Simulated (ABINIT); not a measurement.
The system is Sb.

```
Sb
1.0
     2.15420    1.24373    3.75800
    -2.15420    1.24373    3.75800
     0.00000   -2.48746    3.75800
Sb
2
Direct
  0.76651 0.76651 0.76651
  0.23349 0.23349 0.23349
```

Base run:

* Program: ABINIT 10.8.3 (patched build)
* Functional: r2SCAN
* Potentials or basis: JTH PAW PBE v2.0
* Cutoff: 517 eV
* k mesh: 6 × 6 × 6
* Occupations: fermi-dirac, width 0.05 eV
* Spin: no spin polarisation

Its results: band gap on the k mesh none (metal or under the smearing width); pressure 1.6 GPa; largest force 0.078 eV/Å.

Problem. The run is repeated on the same cell with these changes: k mesh from 6 × 6 × 6 to 5 × 5 × 5. What comes out?

Solution. Band gap on the k mesh 0.38 eV, indirect (least direct gap 0.63 eV); pressure 1.5 GPa; largest force 0.116 eV/Å.

Caveats: the PAW data sets were made with another functional, which shifts forces and pressure a little; spin-orbit coupling is left out, which moves the levels of the heavy elements (some runs); an odd mesh through Γ misses points on the zone boundary, where band edges often lie (some runs).
